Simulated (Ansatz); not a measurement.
The system is TePb.

```xyz
2
Lattice="0.0000 3.2310 3.2310 3.2310 0.0000 3.2310 3.2310 3.2310 0.0000" Properties=species:S:1:pos:R:3 pbc="T T T"
Pb    0.0000    0.0000    0.0000
Te    3.2310    3.2310    3.2310
```

Base run:

| Property | Result |
| --- | --- |
| Program | Ansatz 0.2.0 |
| Functional | PBEsol |
| Potentials or basis | all-electron PAW datasets made for the crystal |
| Cutoff | 240 eV (chosen from the basis error) |
| k mesh | 6 × 6 × 6 |
| Occupations | fermi-dirac, width 0.05 eV |
| Spin | no spin polarisation |

Its results: band gap on the k mesh 0.66 eV, direct; pressure -0.4 GPa.

**Question.** The run is repeated on the same cell with these changes: functional from PBEsol to PBE0; cutoff from 240 eV (chosen from the basis error) to 290 eV (chosen from the basis error). What comes out?

**Answer.** Band gap on the k mesh 1.65 eV, direct; pressure 1.2 GPa.

PBE0 gives the wider gap, since exact exchange removes part of the self-interaction.

Caveats: spin-orbit coupling is left out, which as a rule narrows the gap of such compounds by several tenths of an eV.

A k mesh can miss the band edges.

The runs don't all hold the same shells in valence.
